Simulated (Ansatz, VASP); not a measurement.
BiTe: VASP beside Ansatz

Contents of INCAR:

```
SYSTEM = BiTe
ALGO = Fast ; EDIFF = 1E-6
ENCUT = 520 ; GGA = PE
ISIF = 2 ; ISMEAR = 0
LASPH = .True. ; LCHARG = .False.
LREAL = .False. ; LWAVE = .False.
NBANDS = 18 ; NELM = 100
PREC = Accurate ; SIGMA = 0.15
```

Contents of KPOINTS:

```
k-points
0
Gamma
  14 14 14
  0 0 0
```

POSCAR

```
BiTe
1.0
    0.0000000000      3.2350000000      3.2350000000
    3.2350000000      0.0000000000      3.2350000000
    3.2350000000      3.2350000000      0.0000000000
Bi Te
1 1
Direct
    0.0000000000      0.0000000000      0.0000000000
    0.5000000000      0.5000000000      0.5000000000
```

Input for Ansatz:

```yaml
crystal:
  lattice:
    - [0.0, 3.235, 3.235]
    - [3.235, 0.0, 3.235]
    - [3.235, 3.235, 0.0]
  atoms:
    - { symbol: Bi, position: [0.0, 0.0, 0.0] }
    - { symbol: Te, position: [0.5, 0.5, 0.5] }
basis:
  ecutwfc: 420
kpoints:
  mp_grid: { grid: [14, 14, 14] }
hamiltonian:
  xc: pbe
scf:
  occupations: { method: gaussian, width: 0.15 }
output:
  forces: true
  stress: true
  eigenvalues: true
```

Alike in both runs: task single point; functional PBE; k mesh 14 × 14 × 14; occupations gaussian, width 0.15 eV; no spin polarisation.

|  | VASP | Ansatz |
| --- | --- | --- |
| version | VASP 6.6.1 | Ansatz 0.2.0 |
| potentials or method | VASP PAW PBE potentials, release 64 (Bi_d, Te) | scalar-relativistic, plane waves, PAW |
| plane-wave cutoff (eV) | 520 | 420 |
| valence electrons in the cell | 21 | 31 |

|  | VASP | Ansatz | Ansatz less VASP |
| --- | --- | --- | --- |
| gap on the k mesh at the Fermi level (eV) | none | none | - |
| pressure (GPa) | 0.7 | 0.8 | +0.04 |

A gap of «none» marks a metal or a gap that the smearing closes. The functional is the same, so the differences come from potentials, cutoffs and numerics. The two sets of potentials don't hold the same shells in valence.

Caveats: spin-orbit coupling is left out, which moves the levels of the heavy elements.
